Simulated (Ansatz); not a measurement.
# CuI (Marshite) (F-43m) in Ansatz: a series of runs

Runs on CuI (Marshite). Level: PBEsol. Tasks: single point.

All numbers are computed with Ansatz 0.2.0; they aren't measurements. Logs are shortened: lines on timing, memory, paths and dates and some standing lists are left out, and cuts for length are marked.

### 1 The structure

It takes space group F-43m (No. 216, cubic). Conventional cell: a = 6.063 Å, b = 6.063 Å, c = 6.063 Å, α = 90.00°, β = 90.00°, γ = 90.00°. Around I (site symmetry -43m) lie 4 Cu at 2.63 Å. Cu (site symmetry -43m) is surrounded by 4 I at 2.63 Å.

### 2 Single point, PBEsol, 26.19 Å³/atom (volume scaled by 0.94)

input.yaml reads:

```yaml
crystal:
  lattice:
    - [0.0, 2.9696152886, 2.9696152886]
    - [2.9696152886, 0.0, 2.9696152886]
    - [2.9696152886, 2.9696152886, 0.0]
  atoms:
    - { symbol: I, position: [0.0, 0.0, 0.0] }
    - { symbol: Cu, position: [0.75, 0.75, 0.75] }
kpoints:
  mp_grid: { grid: [8, 8, 8] }
scf:
  occupations: { method: fermi_dirac, width: 0.05 }
hamiltonian:
  xc: pbesol
  pseudopotentials: { kind: all_electron, lapw: { basis_error: 0.0005 } }
output:
  forces: true
  stress: true
  eigenvalues: true
```

Potentials or basis: all-electron LAPW, scalar-relativistic.

Run with:

```console
$ ansatz run input.yaml --threads 1 --pin off --max-ram 3072MiB --backend cpu --events-out ev --progress --plain --runs-dir out
```

What it wrote:

```text
Warning: RAYON_NUM_THREADS=1 ignored (pool sized by the plan → 1); use --threads N
LAPW: plane waves up to 9.179 Å⁻¹, error target 5.0e-4 eV per atom; small_component_spin mean_spin; Cu in spheres of 1.272 Å, 19 of its electrons in bands, Dirac shells []; I in spheres of 1.300 Å, 25 of its electrons in bands, Dirac shells [] (how accurate: hamiltonian.pseudopotentials.lapw.basis_error, Limitations)
Engine: ansatz 0.2.0, x86_64-unknown-linux-gnu
Pseudopotentials: kind: all_electron
Pseudopotential: I, LAPW, valence charge 25, lapw/all_electron/scalar/gaussian/I, Koelling and Harmon's equation, gaussian nucleus
Pseudopotential: Cu, LAPW, valence charge 19, lapw/all_electron/scalar/gaussian/Cu, Koelling and Harmon's equation, gaussian nucleus
Functional definition: PBEsol
  exchange = pbesol_x
  correlation = pbesol_c
Crystal: 2 atoms, lattice volume = 52.376 Å³
Basis set: ecut = 320.9739896419898 eV, 701 PW (Γ), exchange–correlation at level 2
Bands: 27, of which v1, the nominal top of the filled ones, is band 22 counted from 1 (21 counted from 0)
Symmetry: 24 space group operations
Space group: F-43m (ITA 216), of the structure as read, at distance tolerance 3.7e-5 Å
k-points: 29 of 512 (time reversal used)
Non-local potential: I, projectors of the file, none
Non-local potential: Cu, projectors of the file, none
Initial density: superposition of atomic densities (chi_scale 0.1, normalization cell, long waves kept (reshape's long-wave potential 0.00 eV rms))
Initial wavefunctions: plane waves of lowest kinetic energy (no species holds an atomic orbital)
Functional: x = pbesol(κ = 0.804, μ = 0.12345679012345678), c = pbesol(β = 0.046)
iter 1 solved again at ethr=3.68e-4 eV; its pass at ethr=1.00e-1 eV (dr2=1.62e-1 eV) is discarded
SCF iter   1: F=—  HF=-238559.718888 eV  |F-HF|=—  |Δ(HF+E_count)|=         —  Δρ=1.92e-2  dr2=1.63e-1  ethr=3.68e-4  ⟨swp⟩=2.7  Hψ=5302  notcnv=0
preconditioner: auto → none  [insulator: Δε(μ)=0.423 eV  Ē_g=9.418 eV  σ=0.050 eV  W_gap=0.96  n_scr=14 (ndim 8)  ℏωp=21.8 eV  f_vac=0.188  D(μ)=0.00/eV (n_scr^D=0)  ε∞_Penn≈6.3]
SCF iter   2: F=—  HF=-238560.314282 eV  |F-HF|=—  |Δ(HF+E_count)|=   5.95e-1  Δρ=1.82e-2  dr2=3.28e-1  ethr=3.68e-4  ⟨swp⟩=3.0  Hψ=2678  notcnv=0  recentre
SCF iter   3: F=—  HF=-238559.422746 eV  |F-HF|=—  |Δ(HF+E_count)|=   8.92e-1  Δρ=6.72e-3  dr2=1.93e-2  ethr=3.68e-4  ⟨swp⟩=3.0  Hψ=2558  notcnv=0
SCF iter   4: F=—  HF=-238559.424909 eV  |F-HF|=—  |Δ(HF+E_count)|=         —  Δρ=2.76e-3  dr2=5.03e-3  ethr=4.38e-5  ⟨swp⟩=2.0  Hψ=2318  notcnv=0
the basis was enlarged: its passes take 205.4 KiB over the memory plan, 1 of 1 planned eigensolver slots
iter 5 solved again at ethr=6.54e-7 eV; its pass at ethr=1.14e-5 eV (dr2=2.88e-4 eV) is discarded
SCF iter   5: F=—  HF=-238559.417338 eV  |F-HF|=—  |Δ(HF+E_count)|=   7.57e-3  Δρ=6.29e-4  dr2=2.86e-4  ethr=6.54e-7  ⟨swp⟩=2.0  Hψ=3840  notcnv=0
SCF iter   6: F=—  HF=-238559.416971 eV  |F-HF|=—  |Δ(HF+E_count)|=   3.66e-4  Δρ=1.41e-4  dr2=1.45e-5  ethr=6.51e-7  ⟨swp⟩=2.4  Hψ=2238  notcnv=0
SCF iter   7: F=—  HF=-238559.416956 eV  |F-HF|=—  |Δ(HF+E_count)|=   1.48e-5  Δρ=2.67e-5  dr2=7.33e-7  ethr=3.29e-8  ⟨swp⟩=3.0  Hψ=2361  notcnv=0
SCF iter   8: F=—  HF=-238559.416956 eV  |F-HF|=—  |Δ(HF+E_count)|=   6.91e-7  Δρ=8.18e-6  dr2=6.67e-8  ethr=1.66e-9  ⟨swp⟩=2.0  Hψ=2225  notcnv=0
SCF iter   9: F=-238559.416956 eV  HF=-238559.416956 eV  |F-HF|=8.73e-9  |Δ(HF+E_count)|=   7.17e-8  Δρ=1.24e-6  dr2=1.43e-9  ethr=1.52e-10  ⟨swp⟩=2.6  Hψ=2248  notcnv=0
SCF 1 converged in 9 iterations: F = -238559.416956 eV  dr2 = 1.43e-9
SCF converged after 9 iterations
Free energy (F): -238559.416956 eV
Harris-Foulkes:  -238559.416956 eV  (|F-HF|=8.73e-9)
Internal energy: -238559.416956 eV  (E = F + TS)
E sigma→0 (E₀):  -238559.416956 eV
Entropy (-TS):   -0.000000 eV (-0.000 meV/atom)
Fermi energy:    10.761446 eV
--- Per-component energies (eV) ---
  E_band       = -1810.499169
  E_kinetic    = 250608.608070
  E_xc         = -6663.399087
  E_electrostatic = -482504.625939  (all electrons and nuclei)
  E_smearing   = -0.000000  (= −TS)
  E_closure    = 0.000000  (closes the sum)
  E_atoms      = -238553.111651  (free atoms, spherical and without spin; not in F)
  Σ components = -238559.416956   (vs F -238559.416956, Δ=0.00e0)
  Basis errors (estimates in eV, not in F): energy 2.2e-4 per atom: plane waves 2.0e-4 (1.2e-4 summed), levels above the bands 4.6e-72, relativity 1.1e-8, radial functions 2.2e-5, core shells 1.7e-8; eigenvalues (radial functions only) 5.7e-7; not estimated: angular momenta, meshes, grids; target (lapw.basis_error) 5.0e-4; muffin-tin radii Cu 1.272 Å, I 1.300 Å
--- Forces (eV/Å), atoms counted from 1 ---
  atom   1  I      0.00000000    -0.00000000     0.00000000
  atom   2  Cu    -0.00000000     0.00000000     0.00000000
  max |Σ_I F_I| component: 1.62e-17 eV/Å
--- Stress (GPa, compression-positive) ---
        0.015382      -0.000000      -0.000000
       -0.000000       0.015382       0.000000
       -0.000000       0.000000       0.015382
  P = ⅓ Tr σ = 0.0154 GPa (0.154 kbar)
--- Band table (eV; the first three rows and the last of 29) ---
  k-point 0: bands = ["-165.7106", "-112.7759", "-112.7759", "-112.7759", "-101.3081", "-58.8729", "-58.8729", "-58.8729", "-35.6947", "-35.6947", "-35.6947", "-35.6875", "-35.6875", "-4.2543", "6.1881", "6.1881", "6.1881", "7.9973", "7.9973", "10.1379", "10.1379", "10.1379", "11.3119", "14.9085", "14.9085", "14.9085", "18.2038"]
  k-point 1: bands = ["-165.7106", "-112.7759", "-112.7759", "-112.7759", "-101.3081", "-58.8729", "-58.8729", "-58.8729", "-35.6946", "-35.6946", "-35.6946", "-35.6875", "-35.6875", "-4.1703", "5.8841", "6.1966", "6.1966", "7.9899", "7.9899", "9.4232", "10.0017", "10.0017", "12.0403", "14.8395", "15.1479", "15.1479", "18.9812"]
  k-point 2: bands = ["-165.7106", "-112.7759", "-112.7759", "-112.7759", "-101.3081", "-58.8729", "-58.8729", "-58.8729", "-35.6946", "-35.6944", "-35.6944", "-35.6874", "-35.6874", "-3.9535", "5.1475", "6.2134", "6.2134", "7.9858", "7.9858", "8.6624", "9.7059", "9.7059", "12.4191", "15.5069", "15.5069", "15.6601", "18.8800"]
  k-point 28: bands = ["-165.7106", "-112.7759", "-112.7759", "-112.7759", "-101.3081", "-58.8730", "-58.8730", "-58.8729", "-35.6946", "-35.6944", "-35.6938", "-35.6875", "-35.6872", "-3.3772", "4.6740", "5.2346", "6.0072", "7.9166", "7.9284", "8.0899", "8.2856", "8.6628", "14.6920", "14.8379", "16.1405", "16.3955", "20.7128"]
```

Wall time 19 s (1 thread of Intel Xeon Platinum 8375C at 2.90GHz (Ice Lake), shared host); peak memory 0.36 GiB.

Results:

* Free energy: -238559.4170 eV
* Pressure: 0.0 GPa
* Band gap on the k mesh: 1.17 eV, direct

Caveat: spin-orbit coupling is left out, which moves the levels of the heavy elements.

### 3 Single point, PBEsol, 26.75 Å³/atom (volume scaled by 0.96)

input.yaml: that of step 2 with these lines changed.

```diff
@@ -2,5 +2,5 @@
   lattice:
-    - [0.0, 2.9696152886, 2.9696152886]
-    - [2.9696152886, 0.0, 2.9696152886]
-    - [2.9696152886, 2.9696152886, 0.0]
+    - [0.0, 2.9905287613, 2.9905287613]
+    - [2.9905287613, 0.0, 2.9905287613]
+    - [2.9905287613, 2.9905287613, 0.0]
   atoms:
```

Potentials or basis: all-electron LAPW, scalar-relativistic.

Run with:

```console
$ ansatz run input.yaml --threads 1 --pin off --max-ram 3072MiB --backend cpu --events-out ev --progress --plain --runs-dir out
```

It took 20 s on 1 thread of Intel Xeon Platinum 8375C at 2.90GHz (Ice Lake), shared host; peak memory 0.36 GiB.

The run converged. Its results:

```
Free energy            : -238559.4136 eV
Pressure               : -1.0 GPa
Band gap on the k mesh : 1.12 eV, direct
```

Caveat: spin-orbit coupling is left out, which moves the levels of the heavy elements.

### 4 Single point, PBEsol, 27.30 Å³/atom (volume scaled by 0.98)

input.yaml: that of step 3 with these lines changed.

```diff
@@ -2,5 +2,5 @@
   lattice:
-    - [0.0, 2.9905287613, 2.9905287613]
-    - [2.9905287613, 0.0, 2.9905287613]
-    - [2.9905287613, 2.9905287613, 0.0]
+    - [0.0, 3.0111537494, 3.0111537494]
+    - [3.0111537494, 0.0, 3.0111537494]
+    - [3.0111537494, 3.0111537494, 0.0]
   atoms:
```

Run with:

```console
$ ansatz run input.yaml --threads 1 --pin off --max-ram 3072MiB --backend cpu --events-out ev --progress --plain --runs-dir out
```

Wall time 31 s (1 thread of Intel Xeon Platinum 8375C at 2.90GHz (Ice Lake), shared host); peak memory 0.36 GiB.

Results (log left out):

| Property | Result |
| --- | --- |
| Free energy | -238559.4037 eV |
| Pressure | -1.8 GPa |
| Band gap on the k mesh | 1.06 eV, direct |

Caveat: spin-orbit coupling is left out, which moves the levels of the heavy elements.

### 5 Single point, PBEsol, 27.86 Å³/atom

input.yaml: that of step 4 with these lines changed.

```diff
@@ -2,5 +2,5 @@
   lattice:
-    - [0.0, 3.0111537494, 3.0111537494]
-    - [3.0111537494, 0.0, 3.0111537494]
-    - [3.0111537494, 3.0111537494, 0.0]
+    - [0.0, 3.0315, 3.0315]
+    - [3.0315, 0.0, 3.0315]
+    - [3.0315, 3.0315, 0.0]
   atoms:
```

Run with:

```console
$ ansatz run input.yaml --threads 1 --pin off --max-ram 3072MiB --backend cpu --events-out ev --progress --plain --runs-dir out
```

Run time: 20 s. Hardware: 1 thread of Intel Xeon Platinum 8375C at 2.90GHz (Ice Lake), shared host; peak memory 0.35 GiB.

It converged, with:

```
Free energy            : -238559.3883 eV
Pressure               : -2.6 GPa
Band gap on the k mesh : 1.01 eV, direct
```

Caveat: spin-orbit coupling is left out, which moves the levels of the heavy elements.

### 6 Single point, PBEsol, 28.42 Å³/atom (volume scaled by 1.02)

input.yaml: that of step 5 with these lines changed.

```diff
@@ -2,5 +2,5 @@
   lattice:
-    - [0.0, 3.0315, 3.0315]
-    - [3.0315, 0.0, 3.0315]
-    - [3.0315, 3.0315, 0.0]
+    - [0.0, 3.051576744, 3.051576744]
+    - [3.051576744, 0.0, 3.051576744]
+    - [3.051576744, 3.051576744, 0.0]
   atoms:
```

Potentials or basis: all-electron LAPW, scalar-relativistic.

Run with:

```console
$ ansatz run input.yaml --threads 1 --pin off --max-ram 3072MiB --backend cpu --events-out ev --progress --plain --runs-dir out
```

It took 27 s on 1 thread of Intel Xeon Platinum 8375C at 2.90GHz (Ice Lake), shared host; peak memory 0.36 GiB.

It converged, with:

* Free energy: -238559.3680 eV
* Pressure: -3.2 GPa
* Band gap on the k mesh: 0.96 eV, direct

Caveat: spin-orbit coupling is left out, which moves the levels of the heavy elements.

### 7 Single point, PBEsol, 28.97 Å³/atom (volume scaled by 1.04)

input.yaml: that of step 6 with these lines changed.

```diff
@@ -2,5 +2,5 @@
   lattice:
-    - [0.0, 3.051576744, 3.051576744]
-    - [3.051576744, 0.0, 3.051576744]
-    - [3.051576744, 3.051576744, 0.0]
+    - [0.0, 3.0713927327, 3.0713927327]
+    - [3.0713927327, 0.0, 3.0713927327]
+    - [3.0713927327, 3.0713927327, 0.0]
   atoms:
```

Run with:

```console
$ ansatz run input.yaml --threads 1 --pin off --max-ram 3072MiB --backend cpu --events-out ev --progress --plain --runs-dir out
```

It took 27 s on 1 thread of Intel Xeon Platinum 8375C at 2.90GHz (Ice Lake), shared host; peak memory 0.36 GiB.

It converged, with:

```
Free energy            : -238559.3434 eV
Pressure               : -3.8 GPa
Band gap on the k mesh : 0.91 eV, direct
```

Caveat: spin-orbit coupling is left out, which moves the levels of the heavy elements.

### 8 Single point, PBEsol, 29.53 Å³/atom (volume scaled by 1.06)

input.yaml: that of step 7 with these lines changed.

```diff
@@ -2,5 +2,5 @@
   lattice:
-    - [0.0, 3.0713927327, 3.0713927327]
-    - [3.0713927327, 0.0, 3.0713927327]
-    - [3.0713927327, 3.0713927327, 0.0]
+    - [0.0, 3.0909562712, 3.0909562712]
+    - [3.0909562712, 0.0, 3.0909562712]
+    - [3.0909562712, 3.0909562712, 0.0]
   atoms:
```

Run with:

```console
$ ansatz run input.yaml --threads 1 --pin off --max-ram 3072MiB --backend cpu --events-out ev --progress --plain --runs-dir out
```

Run time: 21 s. Hardware: 1 thread of Intel Xeon Platinum 8375C at 2.90GHz (Ice Lake), shared host; peak memory 0.36 GiB.

Results (log left out):

| Property | Result |
| --- | --- |
| Free energy | -238559.3150 eV |
| Pressure | -4.3 GPa |
| Band gap on the k mesh | 0.87 eV, direct |

Caveat: spin-orbit coupling is left out, which moves the levels of the heavy elements.
